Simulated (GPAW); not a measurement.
# Co (P6_3/mmc) in GPAW: convergence with k mesh

Aim: find how far k mesh must go before the results for Co settle, at PBE. This setting moves, with any that are tied to it; all else stays.

Program: GPAW 26.7.0. These are calculated values, not measurements. Logs are shortened: lines on timing, memory, paths and dates and some standing lists are left out, and cuts for length are marked. The log counts tension as positive stress, the text compression.

### Step 1. Starting point

It takes space group P6_3/mmc (No. 194, hexagonal). The conventional cell has a = 2.472 Å, b = 2.472 Å, c = 4.021 Å, α = 90.00°, β = 90.00°, γ = 120.00°. Co (site symmetry -6m2) is surrounded by 12 Co at 2.47 Å.

### Step 2. With k mesh 3 × 3 × 2

run.py

```python
import json
import numpy as np
from ase.dft.bandgap import bandgap
from ase.io import read, write
from ase.units import GPa
from gpaw import GPAW, PW

atoms = read('Co.xyz')
atoms.set_initial_magnetic_moments([2.0, -2.0])

calc = GPAW(mode=PW(450),
            xc='PBE',
            kpts={'size': (3, 3, 2), 'gamma': True},
            occupations={'name': 'fermi-dirac', 'width': 0.05},
            nbands=21,
            convergence={'density': 1e-05, 'energy': 1e-05},
            maxiter=150,
            txt='gpaw.txt')
atoms.calc = calc
energy = atoms.get_potential_energy()
forces = atoms.get_forces()
stress = atoms.get_stress()
calc.write('gs.gpw')
write('result.traj', atoms)
print(f'Energy: {energy:.6f} eV')
print('Forces (eV/A):')
print(forces.round(4))
print('Stress (GPa):', (stress / GPa).round(3))
print('Moments:', calc.get_magnetic_moments().round(3))
print('Fermi level:', round(calc.get_fermi_level(), 4), 'eV')
print(f'Gap: {bandgap(calc)[0]:.4f} eV, direct: {bandgap(calc, direct=True)[0]:.4f} eV')

size = (6, 6, 4)
dense = calc.fixed_density(kpts={'size': size, 'gamma': True}, update_fermi_level=True,
                           convergence={'bands': 'CBM+2.0', 'eigenstates': 1e-7}, txt='dense.txt')
ef = dense.get_fermi_level()
index = np.round(dense.get_bz_k_points() * size).astype(int) % size
recip = 2 * np.pi * atoms.cell.reciprocal()
sheets = []
for s, e_kn in enumerate(dense.eigenvalues()):
    for n in range(e_kn.shape[1] - 2):
        if e_kn[:, n].min() < ef < e_kn[:, n].max():
            e = np.empty(size)
            e[tuple(index.T)] = e_kn[dense.get_bz_to_ibz_map(), n] - ef
            de = np.array([(np.roll(e, -1, c) - np.roll(e, 1, c)) * size[c] / 2 for c in range(3)])
            v = np.linalg.norm(np.einsum('vc,cxyz->vxyz', np.linalg.inv(recip), de), axis=0)
            w = np.exp(-(e / 0.1)**2) / (0.1 * np.pi**0.5)
            sheets.append({'spin': s, 'band': n, 'filled': (e < 0).mean(), 'dos': w.mean(), 'bottom': e.min(), 'top': e.max(),
                           'velocity': (w * v).sum() / w.sum() * 1.519267e5, 'slice': e[:, :, 0].round(3).tolist()})
            print(f'spin {s} band {n}: filled share {sheets[-1]["filled"]:.3f}, from {e.min():.3f} to {e.max():.3f} eV,',
                  f'{w.mean():.3f} states/eV, mean velocity {sheets[-1]["velocity"]:.3e} m/s')
print('Fermi level on the dense mesh:', round(ef, 4), 'eV,', len(sheets), 'sheets')
json.dump({'ef': ef, 'sheets': sheets}, open('fermi.json', 'w'))
```

Co.xyz

```xyz
2
Lattice="2.4719999032 0.0000000000 0.0000000000 -1.2359999516 2.1408147143 0.0000000000 0.0000000000 0.0000000000 4.0211440800" Properties=species:S:1:pos:R:3 pbc="T T T"
Co     1.2359999517      0.7136049047      3.0158580600
Co    -0.0000000001      1.4272098096      1.0052860200
```

Potentials or basis: GPAW PAW data sets (gpaw-data 1.2.1), pw.

Launch:

```
> OMP_NUM_THREADS=1 python run.py
```

gpaw.txt:

```text
__  _  _
 | _ |_)|_||  |
 |__||  | ||/\| - 26.7.0

Input parameters:
  mode=PW(ecut=450.00000000000006),
  convergence={'density': 1e-05, 'energy': 1e-05},
  kpts=MonkhorstPack(size=(3, 3, 2), gamma=True),
  maxiter=150,
  nbands=21,
  occupations=Occupations(name='fermi-dirac', width=0.05),
  xc=XC(name='PBE')

Diagonalizing LCAO Hamiltonian
Converting LCAO to pw mode

          Co

        Co

Atoms  # Å, Bohr magnetons
|   | symbol |         x |        y |        z |    initial magnetic moments |
|---|--------|-----------|----------|----------|-----------------------------|
| 0 |     Co |  1.236000 | 0.713605 | 3.015858 | ( 0.0000,  0.0000,  2.0000) |
| 1 |     Co | -0.000000 | 1.427210 | 1.005286 | ( 0.0000,  0.0000, -2.0000) |

Unit cell  # Å
| periodic |         x |        y |        z |  lengths |     angles |
|----------|-----------|----------|----------|----------|------------|
|      yes |  2.472000 | 0.000000 | 0.000000 | 2.472000 |  90.000000 |
|      yes | -1.236000 | 2.140815 | 0.000000 | 2.472000 |  90.000000 |
|      yes |  0.000000 | 0.000000 | 4.021144 | 4.021144 | 120.000000 |

Number of symmetries: 6
Symmetry operations  # r_c * U_cc + t_c -> r_c
|   | kind |            matrix            |
|---|------|------------------------------|
| 0 |  σ   |  1, 1, 0,  0,-1, 0,  0, 0, 1 |
| 1 |  E   |  1, 0, 0,  0, 1, 0,  0, 0, 1 |
| 2 |  C3  |  0, 1, 0, -1,-1, 0,  0, 0, 1 |
| 3 |  σ   |  0,-1, 0, -1, 0, 0,  0, 0, 1 |
| 4 |  σ   | -1, 0, 0,  1, 1, 0,  0, 0, 1 |
| 5 |  C3  | -1,-1, 0,  1, 0, 0,  0, 0, 1 |

BZ-sampling:
  Number of BZ points: 18
  Number of IBZ points: 6

  Monkhorst-Pack size: [3, 3, 2]
  Monkhorst-Pack shift: [0.0, 0.0, 0.25]

K-points  # in reciprocal-cell coordinates
|   |                                coordinates |     weight |
|---|--------------------------------------------|------------|
| 0 | (  0.00000000,   0.00000000,   0.00000000) | 0.05555556 |
| 1 | (  0.00000000,   0.00000000,   0.50000000) | 0.05555556 |
| 2 | (  0.33333333,   0.00000000,   0.00000000) | 0.33333333 |
| 3 | (  0.33333333,   0.00000000,   0.50000000) | 0.33333333 |
| 4 | (  0.33333333,   0.33333333,   0.00000000) | 0.11111111 |
| 5 | (  0.33333333,   0.33333333,   0.50000000) | 0.11111111 |

Plane wave coefficients: 482
Cutoff: 450.00000000000006 eV

Spin-components: 2 (collinear spins)
Bands:           21
Projectors:      12
Spin-degeneracy: 1
Datatype:        complex128

Parallelization:
  kpt:    1
  domain: 1
  band:   1

Density:
  Valence electrons: 18.0
  Components: 2
  Grid points: [14 14 20]
  Charge: 0.0  # |e|

Potential:
  Grid points: [14 14 20]

species:
  Co:
    name:    Cobalt
    Z:       27.0
    valence: 9
    core:    18
    charge:  0.0  # [|e|]
    compensation charges:
      type: gauss
      rc: 0.32  # [Å]
      lmax: 2
    cutoffs:
      filter: 1.87  # [Å]
      core: 2.55  # [Å]
    projectors
    | kind |    occ | energy [eV] | rcut [Å] |
    |------|--------|-------------|----------|
    |   4s |  2.000 |      -5.469 |    1.005 |
    |   4p |  0.000 |      -1.277 |    1.058 |
    |   3d |  7.000 |      -8.205 |    1.005 |
    |    s |        |      21.742 |    1.005 |
    |    p |        |      25.934 |    1.058 |
    |    d |        |      19.007 |    1.005 |

    Using partial waves for Co as LCAO basis

Reference energy: -75805.419811  # eV

eigensolver:
  PPCG
  Converge bands: occupied
  niter=2

density mixing:
  MSR1-Mixer
  Pratt-step length: 0.05
  Maximum mixing coefficient: 0.75
  Old densities: 10
  SVD Regularization: 0.005
  Good broyden scale: 1.0
  Trust region scale: 1.0
  Backstep threshold: 4.0
  History deletion threshold: 6.0
  Fourier metric: weight=20.0, sigma=0.015

occupation numbers:
  Fermi-Dirac:
    width: 0.0500  # eV

poisson solver:
  ecut: 3600.0000000000005  # eV

xc functional:
  name: PBE with 2 nearest neighbor stencil

convergence criteria:
- Maximum integral of absolute [dens]ity change: 1e-05 electrons / valence electron
- Maximum [total energy] change in last 3 cyles: 1e-05 eV / valence electron
- Maximum integral of absolute [eigenst]ate change: 4e-08 eV^2 / valence electron
maximum number of iterations: 150

SCF iterations
|iter     | |      energy | eigst |  dens |  magmom |
|---------|-|-------------|-------|-------|---------|
|iter:   1| |  -15.557684 | +0.21 |       |  -0.0000|
|iter:   2| |  -15.520150 | -2.12 | -1.08 |  -0.0000|
|iter:   3| |  -15.477751 | -2.48 | -1.13 |  +0.0001|
|iter:   4| |  -15.502695 | -3.69 | -1.48 |  -0.0028|
|iter:   5| |  -15.746195 | -3.04 | -1.65 |  +0.0371|
|iter:   6| |  -15.516580 | -3.21 | -0.95 |  +0.0050|
|iter:   7| |  -15.516465 | -4.18 | -1.85 |  -0.0001|
|iter:   8| |  -15.518251 | -4.68 | -2.19 |  -0.0002|
|iter:   9| |  -15.519527 | -4.64 | -2.35 |  -0.0005|
|iter:  10| |  -15.519821 | -5.52 | -2.84 |  -0.0005|
|iter:  11| |  -15.519940 | -6.09 | -3.25 |  -0.0004|
|iter:  12| |  -15.519976c| -7.02 | -3.77 |  -0.0003|
|iter:  13| |  -15.519986c| -8.32c| -4.42 |  -0.0002|
|iter:  14| |  -15.519989c| -8.54c| -4.92 |  -0.0002|
|iter:  15| |  -15.519990c| -9.17c| -5.11c|  -0.0001|

Converged in 15 steps
Energy contributions relative to reference atoms: (reference = -75805.419811)

Energy contributions:
  Kinetic:          14.997650
  Coulomb:         -12.383858
  Zero:              0.539466
  External:          0.000000
  Xc:              -18.657429
  Entropy:          -0.031636
  Spinorbit:         0.000000
  ----------------------------
  Free energy:     -15.535807
  Extrapolated:    -15.519990

dipole moment: (-0.000004, -0.000000, -0.000012)  # |e|*Ang

Total magnetic moment: (0.000000, 0.000000, -0.000138)

Local magnetic moments
|        x |        y |         z |
|----------|----------|-----------|
| 0.000000 | 0.000000 |  1.407872 |  # Co   0
| 0.000000 | 0.000000 | -1.408021 |  # Co   1

Fermi level: 10.892
Eigenvalues  # (at kpt = [0.000, 0.000, 0.000])
| band index |      eig [eV] | occ [0-1] |      eig [eV] | occ [0-1] |
|------------|---------------|-----------|---------------|-----------|
|          0 |         1.760 |     1.000 |         1.760 |     1.000 |
|        ... |               |           |               |           |
|          2 |         8.416 |     1.000 |         8.416 |     1.000 |
|          3 |         8.416 |     1.000 |         8.416 |     1.000 |
|          4 |         8.940 |     1.000 |         8.940 |     1.000 |
|          5 |         9.346 |     1.000 |         9.346 |     1.000 |
|          6 |         9.346 |     1.000 |         9.346 |     1.000 |
|          7 |         9.930 |     1.000 |         9.930 |     1.000 |
[... 8 lines left out ...]
|         16 |        36.387 |     0.000 |        36.387 |     0.000 |
|         17 |        36.514 |     0.000 |        36.514 |     0.000 |
|        ... |               |           |               |           |
|         20 |        41.802 |     0.000 |        41.802 |     0.000 |

No gap
No difference between direct/indirect transitions

Forces  # eV/Ang
|        x |       y |        z |
|----------|---------|----------|
| -0.00000 | 0.00000 | -0.00004 |  # Co   0
| -0.00000 | 0.00000 |  0.00004 |  # Co   1

Stress tensor  # eV/Ang^3
|        x |         y |         z |
|----------|-----------|-----------|
| 0.006951 |  0.000000 |  0.000000 |
| 0.000000 |  0.006951 | -0.000000 |
| 0.000000 | -0.000000 |  0.027683 |

# Writing to gs.gpw (mode='')
```

Run time: 11 s. Hardware: 1 thread of Arm Neoverse V2, shared host; peak memory 0.15 GiB.

What came out:

- Free energy: -15.5358 eV
- Pressure: -2.2 GPa
- Band gap on the k mesh: none (metal or under the smearing width)
- Net moment: 0.00 μB per cell
- Site moments: Co +1.41, -1.41 μB

### Step 3. With k mesh 5 × 5 × 3

run.py, as its differences from that of step 2:

```diff
@@ -12,3 +12,3 @@
             xc='PBE',
-            kpts={'size': (3, 3, 2), 'gamma': True},
+            kpts={'size': (5, 5, 3), 'gamma': True},
             occupations={'name': 'fermi-dirac', 'width': 0.05},
@@ -32,3 +32,3 @@
 
-size = (6, 6, 4)
+size = (8, 8, 6)
 dense = calc.fixed_density(kpts={'size': size, 'gamma': True}, update_fermi_level=True,
```

Co.xyz is that of step 2.

Potentials or basis: GPAW PAW data sets (gpaw-data 1.2.1), pw.

Launch:

```
> OMP_NUM_THREADS=1 python run.py
```

Wall time 54 s (1 thread of Arm Neoverse V2, shared host); peak memory 0.16 GiB.

Results:

```
Free energy            : -15.7236 eV
Pressure               : -10.1 GPa
Band gap on the k mesh : none (metal or under the smearing width)
Net moment             : 0.00 μB per cell
Site moments           : Co +1.00, -1.00 μB
```

### Step 4. With k mesh 6 × 6 × 3

run.py, as its differences from that of step 3:

```diff
@@ -12,3 +12,3 @@
             xc='PBE',
-            kpts={'size': (5, 5, 3), 'gamma': True},
+            kpts={'size': (6, 6, 3), 'gamma': True},
             occupations={'name': 'fermi-dirac', 'width': 0.05},
@@ -32,3 +32,3 @@
 
-size = (8, 8, 6)
+size = (10, 10, 6)
 dense = calc.fixed_density(kpts={'size': size, 'gamma': True}, update_fermi_level=True,
```

Co.xyz is that of step 3.

Launch:

```
> OMP_NUM_THREADS=1 python run.py
```

It took 69 s on 1 thread of Arm Neoverse V2, shared host; peak memory 0.17 GiB.

It converged, with:

- Free energy: -15.7728 eV
- Pressure: -10.7 GPa
- Band gap on the k mesh: none (metal or under the smearing width)
- Net moment: 0.00 μB per cell
- Site moments: Co +0.91, -0.91 μB

### Step 5. With k mesh 8 × 8 × 4

run.py, as its differences from that of step 4:

```diff
@@ -12,3 +12,3 @@
             xc='PBE',
-            kpts={'size': (6, 6, 3), 'gamma': True},
+            kpts={'size': (8, 8, 4), 'gamma': True},
             occupations={'name': 'fermi-dirac', 'width': 0.05},
@@ -32,3 +32,3 @@
 
-size = (10, 10, 6)
+size = (12, 12, 6)
 dense = calc.fixed_density(kpts={'size': size, 'gamma': True}, update_fermi_level=True,
```

Co.xyz is that of step 4.

Launch:

```
> OMP_NUM_THREADS=1 python run.py
```

Wall time 69 s (1 thread of Arm Neoverse V2, shared host); peak memory 0.19 GiB.

It converged, with:

- Free energy: -15.7755 eV
- Pressure: -12.7 GPa
- Band gap on the k mesh: none (metal or under the smearing width)
- Net moment: 0.00 μB per cell
- Site moments: Co +0.74, -0.74 μB

### Step 6. With k mesh 9 × 9 × 5

run.py, as its differences from that of step 5:

```diff
@@ -12,3 +12,3 @@
             xc='PBE',
-            kpts={'size': (8, 8, 4), 'gamma': True},
+            kpts={'size': (9, 9, 5), 'gamma': True},
             occupations={'name': 'fermi-dirac', 'width': 0.05},
@@ -32,3 +32,3 @@
 
-size = (12, 12, 6)
+size = (14, 14, 8)
 dense = calc.fixed_density(kpts={'size': size, 'gamma': True}, update_fermi_level=True,
```

Co.xyz is that of step 5.

Potentials or basis: GPAW PAW data sets (gpaw-data 1.2.1), pw.

Launch:

```
> OMP_NUM_THREADS=1 python run.py
```

Run time: 3 min. Hardware: 1 thread of Arm Neoverse V2, shared host; peak memory 0.23 GiB.

It converged, with:

| Property | Result |
| --- | --- |
| Free energy | -15.7607 eV |
| Pressure | -11.0 GPa |
| Band gap on the k mesh | none (metal or under the smearing width) |
| Net moment | 0.00 μB per cell |
| Site moments | Co +0.88, -0.89 μB |

### Step 7. With k mesh 11 × 11 × 6

run.py, as its differences from that of step 6:

```diff
@@ -12,3 +12,3 @@
             xc='PBE',
-            kpts={'size': (9, 9, 5), 'gamma': True},
+            kpts={'size': (11, 11, 6), 'gamma': True},
             occupations={'name': 'fermi-dirac', 'width': 0.05},
@@ -32,3 +32,3 @@
 
-size = (14, 14, 8)
+size = (18, 18, 10)
 dense = calc.fixed_density(kpts={'size': size, 'gamma': True}, update_fermi_level=True,
```

Co.xyz is that of step 6.

Launch:

```
> OMP_NUM_THREADS=1 python run.py
```

It took 4 min on 1 thread of Arm Neoverse V2, shared host; peak memory 0.32 GiB.

The run converged. Its results:

* Free energy: -15.7704 eV
* Pressure: -12.7 GPa
* Band gap on the k mesh: none (metal or under the smearing width)
* Net moment: 0.00 μB per cell
* Site moments: Co +0.72, -0.72 μB

### Step 8. With k mesh 13 × 13 × 7

run.py, as its differences from that of step 7:

```diff
@@ -12,3 +12,3 @@
             xc='PBE',
-            kpts={'size': (11, 11, 6), 'gamma': True},
+            kpts={'size': (13, 13, 7), 'gamma': True},
             occupations={'name': 'fermi-dirac', 'width': 0.05},
@@ -32,3 +32,3 @@
 
-size = (18, 18, 10)
+size = (20, 20, 12)
 dense = calc.fixed_density(kpts={'size': size, 'gamma': True}, update_fermi_level=True,
```

Co.xyz is that of step 7.

Launch:

```
> OMP_NUM_THREADS=1 python run.py
```

It took 9.3 min on 1 thread of Arm Neoverse V2, shared host.

The run was cut off at its time limit.

### Step 9. Result

| k mesh | energy less the tightest run, at zero smearing (meV/atom) | pressure (GPa) | largest site moment (μB) | SCF cycles | CPU time (s) | peak memory (GiB) |
| --- | --- | --- | --- | --- | --- | --- |
| 3 × 3 × 2 | 113.57 | -2.22 | 1.41 | 15 | 11 | 0.15 |
| 5 × 5 × 3 | 20.90 | -10.15 | 1.00 | 93 | 54 | 0.16 |
| 6 × 6 × 3 | -1.04 | -10.69 | 0.91 | 81 | 69 | 0.17 |
| 8 × 8 × 4 | -2.26 | -12.71 | 0.74 | 44 | 69 | 0.19 |
| 9 × 9 × 5 | 5.20 | -11.02 | 0.89 | 94 | 180 | 0.23 |
| 11 × 11 × 6 | 0.00 | -12.70 | 0.72 | 60 | 240 | 0.32 |
| 13 × 13 × 7 | timed out after 560 s | - | - | - | - | - |

Not settled before the last step: the energy (to 1 meV/atom), the pressure (to 0.1 GPa), the largest site moment (to 0.02 μB). Meshes of other sizes hit other points, so gaps and Fermi surfaces needn't settle smoothly. The tightest run that finished is the yardstick and may itself not be fully converged.

Caveats: the cutoff is short for stress and forces, so pressures can be off by a GPa or more.
